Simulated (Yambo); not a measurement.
# InP (F-43m) in Yambo: further runs

One crystal, InP, is run at these levels: PBEsol; tasks: optical spectrum by the Bethe-Salpeter equation.

Program: Yambo 5.3.0. These are calculated values, not measurements. Logs are shortened: lines on timing, memory, paths and dates and some standing lists are left out, and cuts for length are marked.

**The experiment to reproduce.**

From a printed reference work, data compilation, for a bulk crystal of InP at 1.6 K: band gap 1.4236 eV (direct).

The runs below are set against these values where they give the same quantity.

## (1) The structure

Symmetry: F-43m, No. 216, cubic system. The conventional cell has a = 5.861 Å, b = 5.861 Å, c = 5.861 Å, α = 90.00°, β = 90.00°, γ = 90.00°. In (site symmetry -43m) has 4 P at 2.54 Å as nearest neighbours. P (site symmetry -43m) has 4 In at 2.54 Å as nearest neighbours.

## (2) Optical spectrum by the Bethe-Salpeter equation, PBEsol

Input file bse4.in:

```
optics
bse
bss
rim_cut
RandQpts= 1000000
RandGvec= 50 RL
BSKmod= "HARTREE"
BSEmod= "retarded"
BSSmod= "h"
% BSEQptR
 1 | 1 |
%
% BSEBands
 7 | 12 |
%
BSENGexx= 20 Ry
% BEnRange
 0 | 20 | eV
%
% BDmRange
 0.1 | 0.1 | eV
%
BEnSteps= 200
% BLongDir
 1 | 0 | 0 |
%
BSEprop= "abs"
BSHayTrs= -0.02
```

Input file scf.in:

```
&CONTROL
  calculation = 'scf'
  prefix = 'pwscf'
  outdir = './tmp'
  pseudo_dir = './pseudo'
/
&SYSTEM
  ibrav = 0
  nat = 2
  ntyp = 2
  ecutwfc = 70
  nbnd = 15
  occupations = 'smearing'
  smearing = 'fd'
  degauss = 0.00367493
  force_symmorphic = .true.
/
&ELECTRONS
  conv_thr = 4d-10
  electron_maxstep = 120
  mixing_beta = 0.5
/
ATOMIC_SPECIES
In   114.8180 In.upf
P     30.9738 P.upf
CELL_PARAMETERS angstrom
   0.0000000000    2.9305000000    2.9305000000
   2.9305000000    0.0000000000    2.9305000000
   2.9305000000    2.9305000000    0.0000000000
ATOMIC_POSITIONS crystal
In     0.0000000000    0.0000000000    0.0000000000
P      0.7500000000    0.7500000000    0.7500000000
K_POINTS automatic
10 10 10 0 0 0
```

Input file nscf.in:

```
&CONTROL
  calculation = 'nscf'
  prefix = 'pwscf'
  outdir = './tmp'
  pseudo_dir = './pseudo'
/
&SYSTEM
  ibrav = 0
  nat = 2
  ntyp = 2
  ecutwfc = 70
  nbnd = 39
  occupations = 'fixed'
  force_symmorphic = .true.
/
&ELECTRONS
  conv_thr = 1d-08
  diago_full_acc = .true.
  diago_thr_init = 1d-06
/
ATOMIC_SPECIES
In   114.8180 In.upf
P     30.9738 P.upf
CELL_PARAMETERS angstrom
   0.0000000000    2.9305000000    2.9305000000
   2.9305000000    0.0000000000    2.9305000000
   2.9305000000    2.9305000000    0.0000000000
ATOMIC_POSITIONS crystal
In     0.0000000000    0.0000000000    0.0000000000
P      0.7500000000    0.7500000000    0.7500000000
K_POINTS automatic
10 10 10 0 0 0
```

Potentials or basis: PseudoDojo 0.4.1 SR PBEsol standard.

Command:

```bash
$ OMP_NUM_THREADS=1 pw.x -in scf.in > scf.out
$ OMP_NUM_THREADS=1 pw.x -in nscf.in > nscf.out
$ cd tmp/pwscf.save; p2y; mv SAVE ../..; cd ../..
$ OMP_NUM_THREADS=1 yambo
$ OMP_NUM_THREADS=1 yambo -F bse4.in -J bse4 -C bse4_out
```

Yambo's report:

```text
[... sections 02.01 to 02.04 as in the set-up run ...]

  [02.05] Energies & Occupations
  ==============================

  [X] === General ===
  [X] Electronic Temperature                        :  0.000000  0.000000 [eV K]
  [X] Bosonic    Temperature                        :  0.000000  0.000000 [eV K]
  [X] Finite Temperature mode                       : no
  [X] El. density                                   :  0.35762E+24 [cm-3]
  [X] Fermi Level                                   :  7.039438 [eV]

  [X] === Gaps and Widths ===
  [X] Conduction Band Min                           :  0.613952 [eV]
  [X] Valence Band Max                              :  0.000000 [eV]
  [X] Filled Bands                                  :   9
  [X] Empty Bands                                   :   10   39
  [X] Direct Gap                                    :  0.613952 [eV]
  [X] Direct Gap localized at k                     :  1
  [X] Indirect Gap                                  :  0.613952 [eV]
  [X] Indirect Gap between kpts                     :  1  1
  [X] Last valence band width                       :  2.912570 [eV]
  [X] 1st conduction band width                     :  3.265134 [eV]

 [03] Transferred momenta grid and indexing
 ==========================================

 IBZ Q-points                                      :   47
 BZ  Q-points                                      :  1000

 K/Q-points units:
 rlu = crystal or reduced units; cc = cartesian coordinates; iku = interal k-units

 Q [ 1]         [rlu]:  0.000000  0.000000  0.000000
 Q [ 2]         [rlu]: -0.18212E-17 -0.18212E-17  0.10000
 Q [ 3]         [rlu]: -0.52887E-17 -0.52887E-17  0.20000
 Q [ 4]         [rlu]:  0.61456E-16  0.59447E-17  0.30000
 Q [ 5]         [rlu]: -0.39924E-17 -0.39924E-17  0.40000
 Q [ 6]         [rlu]: -0.10839E-15 -0.52875E-16 -0.50000
 Q [ 7]         [rlu]:  0.61507E-17  0.10000      0.10000
 Q [ 8]         [rlu]:  0.51177E-17  0.10000      0.20000
 Q [ 9]         [rlu]: -0.36425E-17  0.10000      0.30000
 Q [10]         [rlu]:  0.61456E-16  0.10000      0.40000
 Q [11]         [rlu]: -0.38333E-16  0.10000      0.50000
 Q [12]         [rlu]: -0.10534E-16  0.10000     -0.40000
 Q [13]         [rlu]:  0.52919E-16  0.10000     -0.30000
 Q [14]         [rlu]: -0.59447E-17  0.10000     -0.20000
 Q [15]         [rlu]:  0.19167E-16  0.10000     -0.10000
[... 30 lines left out ...]
 Q [46]         [rlu]:  0.200000  0.400000 -0.300000
 Q [47]         [rlu]:  0.200000 -0.500000 -0.300000

 [04] Coloumb potential Random Integration (RIM)
 ===============================================

  [04.01] RIM initialization
  ==========================

  * Diagonal components only detected *

  8 x (sBL volume)        :  0.005842 [a.u.]
  sBZ random points       :  1000000
  Points outside the sBZ  :   7968281
  RL volume               :  0.730277 [a.u.]
  Integrated volume       :  0.733184 [a.u.]

  [04.02] RIM integrals
  =====================

  Gamma point sphere radius             :  0.032670 [a.u.]
  Points outside the sphere             :   800476
  [Int_sBZ(q=0) 1/q^2]*(Vol_sBZ)^(-1/3) =:  7.776341
                                 should be <:  7.795600
  [WR./bse4//ndb.RIM]-------------------------------------------------------------
   Brillouin Zone Q/K grids (IBZ/BZ)                :    47  1000    47  1000
   Coulomb cutoff potential                         : none
   Coulombian RL components                         :   51
   Coulombian diagonal components                   : yes
   RIM random points                                :  1000000
   RIM  RL volume             [a.u.]                :  0.733184
   Real RL volume             [a.u.]                :  0.730277
   Eps^-1 reference component                       : 0
   Eps^-1 components                                :  0.000000  0.000000  0.000000
   RIM anysotropy factor                            :  0.000000

  Summary of Coulomb integrals for non-metallic bands |Q|[au] RIM/Bare

  Q [1] 0.100000E-4 0.997530 * Q [2] 0.098258 1.068930
  Q [7] 0.113459 1.068537 * Q [15] 0.160455 1.029847
  Q [8] 0.188151 1.023337 * Q [3] 0.196517 1.020719
  Q [16] 0.226918 1.017560 * Q [14] 0.247278 1.014475
  Q [32] 0.253702 1.014592 * Q [9] 0.277917 1.012554
  Q [17] 0.294775 1.011800 * Q [4] 0.294775 1.011475
[... 15 lines left out ...]
  Q [31] 0.567295 1.005877 * Q [44] 0.578530 1.005824
  Q [46] 0.586815 1.005869 * Q [30] 0.589551 1.005947
  Q [47] 0.610996 1.005648

 [WARNING] [BS] User bands 7-12 break level degeneracy

 [05] Dipoles
 ============

  [05.01] Setup: observables and procedures
  =========================================

  [WF-Oscillators/G space/Transverse up loader] Normalization (few states)  min/max  :  0.85721E-16   1.0000

  [WR./bse4//ndb.dipoles]---------------------------------------------------------
   Brillouin Zone Q/K grids (IBZ/BZ)                :    47  1000    47  1000
   RL vectors                                       :   4279 [WF]
   Fragmentation                                    : yes
   Electronic Temperature                           :  0.000000 [K]
   Bosonic    Temperature                           :  0.000000 [K]
   DIP band range                                   :   7  12
   DIP band range limits                            :   9  10
   DIP e/h energy range                             : -1.000000 -1.000000 [eV]
   RL vectors in the sum                            :   4279
   [r,Vnl] included                                 : yes
   Bands ordered                                    : yes
   Direct v evaluation                              : no
   Approach used                                    : G-space v
   Dipoles computed                                 : R V P [G-space]
   Wavefunctions                                    : Perdew, Burke & Ernzerhof SOL(X)+Perdew, Burke & Ernzerhof SOL(C)

  [WARNING] [r,Vnl^pseudo] included in position and velocity dipoles.

  [WARNING] In case H contains other non local terms, these are neglected

 [06] Bethe Salpeter Equation driver
 ===================================

  [06.01] Bethe Salpeter Equation @q1
  ===================================

   [06.01.01] Transition pre-analysis @q1
   ======================================

   [06.01.02] Transition Groups build-up @q1
   =========================================

   [BSK] Transition groups (total):   47
   [BSK] Size (resonant):   9000
   [BSK]         (total):   9000
   [BSK] N. of matrices :  1

   [06.01.03] Loading Dipoles @q1
   ==============================

   [06.01.04] Independent Particles properties @q1
   ===============================================

   [06.01.05] BSE Kernel @q1 (Resonant EXCHANGE)
   =============================================

   [BSE] Exchange components :   537

   [06.01.06] Main kernel loop
   ===========================

   [WR./bse4//ndb.BS_Q1_CPU_0]-----------------------------------------------------
    Brillouin Zone Q/K grids (IBZ/BZ)                :    47  1000    47  1000
    RL vectors                                       :   4279 [WF]
    Coulomb cutoff potential                         : none
    Parallel CPUs
    Parallel Roles
    Fragmentation                                    : no
    BS kernel          wavefunctions                 : Perdew, Burke & Ernzerhof SOL(X)+Perdew, Burke & Ernzerhof SOL(C)
    Static diel. fun.  energies                      : Perdew, Burke & Ernzerhof SOL(X)+Perdew, Burke & Ernzerhof SOL(C)
    wavefunctions                                    : Perdew, Burke & Ernzerhof SOL(X)+Perdew, Burke & Ernzerhof SOL(C)
    [K] Identifier                                   :   9307
    [K] Dimension                                    :   9000
    [K] Bands                                        :   7  12
    [K] Exchange                                     : yes [res]
    [K] Correlation                                  : no [res]
    [K] Kernel`s coupling                            : no
    [K] Exchange                                     : no [cpl]
    [K] Correlation                                  : no [cpl]
    [K] W interaction is bare                        : no
    [K] ALDA kernel in R-space                       : no
    [K] RL vectors                                   :   537 [exchange]
    [K] E/h energy range                             : -1.000000 -1.000000 [eV]
    [K] Coupling range                               :  100.0000  100.0000 [o/o]
    [K] Kernel long-range exchange                   : BAR

  [06.02] BSE solver(s) @q1
  =========================

  [06.03] Haydock Solver in the optics basis @q1 using the hermitian scheme
  =========================================================================

  Accuracy (requested)      : -0.020000 [o/o]
  Accuracy (reached)        :  0.016386 [o/o]
  Iterations                :  112
```

It took 4.3 min on 1 thread of Arm Neoverse V2, shared host; peak memory 0.99 GiB.

Results:

```yaml
Band_gap_on_the_k_mesh_mean-field_level: 0.61 eV, direct
Absorption_peak: 4.22 eV
```

Dielectric function (along the field direction of the input):
```
energy (eV)  real part  imaginary part
       0.30      13.97            0.75
       0.90       9.43            1.17
       1.61       9.96            5.51
       2.31      11.84           11.27
       3.02       9.88           10.16
       3.62       8.94            7.39
       4.32      -6.77           15.76
       5.03      -0.08           16.85
       5.73      -2.78            8.57
       6.33      -2.00            6.32
       7.04      -3.22            4.40
       7.74      -2.82            4.45
       8.44      -2.91            2.79
       9.05      -3.61            2.38
       9.75      -2.92            0.84
      10.45      -1.88            0.54
      11.16      -1.39            0.23
      11.76      -1.06            0.16
      12.46      -0.73            0.09
      13.17      -0.44            0.03
      13.87      -0.26            0.04
      14.47      -0.12            0.02
      15.18       0.01            0.02
      15.88       0.11            0.01
      16.58       0.20            0.01
      17.19       0.27            0.01
      17.89       0.33            0.01
      18.59       0.39            0.01
      19.30       0.44            0.01
      20.00       0.48            0.01
```

Caveat: spin-orbit coupling is left out, which moves the levels of the heavy elements; the mesh is thin for optics, so peaks and dielectric constants aren't converged.

## (3) Optical spectrum by the Bethe-Salpeter equation, PBEsol

Input file bse5.in:

```
optics
bse
bss
rim_cut
em1s
RandQpts= 1000000
RandGvec= 50 RL
Chimod= "HARTREE"
% BndsRnXs
 1 | 34 |
%
NGsBlkXs= 3 Ry
% LongDrXs
 1 | 0 | 0 |
%
BSKmod= "SEX"
BSEmod= "retarded"
BSSmod= "h"
% BSEQptR
 1 | 1 |
%
% BSEBands
 7 | 12 |
%
BSENGexx= 20 Ry
BSENGBlk= 3 Ry
% BEnRange
 0 | 20 | eV
%
% BDmRange
 0.1 | 0.1 | eV
%
BEnSteps= 200
% BLongDir
 1 | 0 | 0 |
%
BSEprop= "abs"
BSHayTrs= -0.02
```

scf.in is that of step 2.

nscf.in is that of step 2.

Potentials or basis: PseudoDojo 0.4.1 SR PBEsol standard.

Command:

```bash
$ OMP_NUM_THREADS=1 pw.x -in scf.in > scf.out
$ OMP_NUM_THREADS=1 pw.x -in nscf.in > nscf.out
$ cd tmp/pwscf.save; p2y; mv SAVE ../..; cd ../..
$ OMP_NUM_THREADS=1 yambo
$ mkdir -p bse5; ln -s $PWD/bse4/ndb.RIM bse5/
$ OMP_NUM_THREADS=1 yambo -F bse5.in -J bse5 -C bse5_out
```

Yambo's report:

```text
[... sections 02.01 to 02.04 as in the set-up run ...]

  [02.05] Energies & Occupations
  ==============================

  [X] === General ===
  [X] Electronic Temperature                        :  0.000000  0.000000 [eV K]
  [X] Bosonic    Temperature                        :  0.000000  0.000000 [eV K]
  [X] Finite Temperature mode                       : no
  [X] El. density                                   :  0.35762E+24 [cm-3]
  [X] Fermi Level                                   :  7.039438 [eV]

  [X] === Gaps and Widths ===
  [X] Conduction Band Min                           :  0.613952 [eV]
  [X] Valence Band Max                              :  0.000000 [eV]
  [X] Filled Bands                                  :   9
  [X] Empty Bands                                   :   10   39
  [X] Direct Gap                                    :  0.613952 [eV]
  [X] Direct Gap localized at k                     :  1
  [X] Indirect Gap                                  :  0.613952 [eV]
  [X] Indirect Gap between kpts                     :  1  1
  [X] Last valence band width                       :  2.912570 [eV]
[... 280 lines left out ...]
     [K] RL vectors                                   :   51 [correlation]
     [K] E/h energy range                             : -1.000000 -1.000000 [eV]
     [K] Coupling range                               :  100.0000  100.0000 [o/o]
     [W] Interaction is diagonal                      : no
     [W] Matrix size                                  :   51
     [W] Bands                                        :    1   34
     [W] e/h energy range                             : -1.000000 -1.000000 [eV]
     [W] Poles                                        :  100.0000 [o/o]
     [W] RL vectors in the sum                        :   4279
     [W] [r,Vnl] included                             : yes
     [W] Field direction                              :  0.100000E-4   0.00000      0.00000
     [W] Coulomb Cutoff                               : none
     [W] Hxc Kernel                                   : HARTREE
     [RIM] RL components                              :   51 [col]
     [RIM] Random points                              :  1000000 [col]
     [SOC] Perturbative SOC                           : no
     [K] Kernel long-range exchange                   : BAR

    [07.01.05.03] Wave-Function Phases
    ==================================

    [BSE] WF phases found       :  81.53812 [o/o]

   [07.01.06] BSE solver(s) @q1
   ============================

   [07.01.07] Haydock Solver in the optics basis @q1 using the hermitian scheme
   ============================================================================

   Accuracy (requested)      : -0.020000 [o/o]
   Accuracy (reached)        :  0.016743 [o/o]
   Iterations                :  110
```

o-bse5.eps_q1_haydock_bse:

```text
# Absorption @ Q(1):   1.00000000      0.00000000      0.00000000    [q->0 direction]
#
[... 61 lines left out ...]
        0.301508           1.416463           17.22924           0.767334           14.58575           1.416463           17.22924
        0.402010           3.347787           18.40069           1.577803           15.40030           3.347787           18.40069
        0.502513           8.576600           17.20620           3.885676           16.39218           8.576600           17.20620
[... 192 lines left out ...]
        19.89950           0.004544           0.581476           0.005041           0.536107           0.004544           0.581476
        20.00000           0.004468           0.586004           0.004957           0.541130           0.004468           0.586004
#
```

It took 45 min on 1 thread of Arm Neoverse V2, shared host; peak memory 1 GiB.

What came out:

```yaml
Band_gap_on_the_k_mesh_mean-field_level: 0.61 eV, direct
Absorption_peak: 3.82 eV
```

Dielectric function (along the field direction of the input):
```
energy (eV)  real part  imaginary part
       0.30      17.23            1.42
       0.90      12.42            1.19
       1.61      12.37            4.35
       2.31       4.58           14.02
       3.02       5.70           13.51
       3.62      12.97           14.35
       4.32      -5.44            6.38
       5.03      -6.00            6.68
       5.73      -4.61            4.70
       6.33      -3.36            4.33
       7.04      -2.33            3.03
       7.74      -3.29            2.18
       8.44      -2.31            1.15
       9.05      -1.98            0.71
       9.75      -1.46            0.36
      10.45      -1.01            0.21
      11.16      -0.69            0.13
      11.76      -0.47            0.06
      12.46      -0.26            0.04
      13.17      -0.08            0.02
      13.87       0.05            0.02
      14.47       0.14            0.01
      15.18       0.23            0.01
      15.88       0.31            0.01
      16.58       0.37            0.01
      17.19       0.42            0.01
      17.89       0.47            0.01
      18.59       0.51            0.01
      19.30       0.55            0.01
      20.00       0.59            0.00
```

Caveat: the transitions start from uncorrected Kohn-Sham levels, so peaks lie too low; exciton energies and binding change strongly with the k mesh and aren't converged on this one; spin-orbit coupling is left out, which moves the levels of the heavy elements; the mesh is thin for optics, so peaks and dielectric constants aren't converged.

## (4) Against experiment

Step 2. A measured gap of InP is 1.4236 eV (direct; 1.6 K; a printed reference work, data compilation); the calculated 0.61 eV misses it by -0.81 eV. Spin-orbit coupling on In is left out. The value is that of PBEsol on a finite k mesh, which can miss the band edges, without temperature or zero-point motion. Semilocal functionals fall short of measured gaps as a rule.

Step 3. A measured gap of InP is 1.4236 eV (direct; 1.6 K; a printed reference work, data compilation); the calculated 0.61 eV misses it by -0.81 eV. Spin-orbit coupling on In is left out. The value is that of PBEsol on a finite k mesh, which can miss the band edges, without temperature or zero-point motion. Semilocal functionals fall short of measured gaps as a rule.
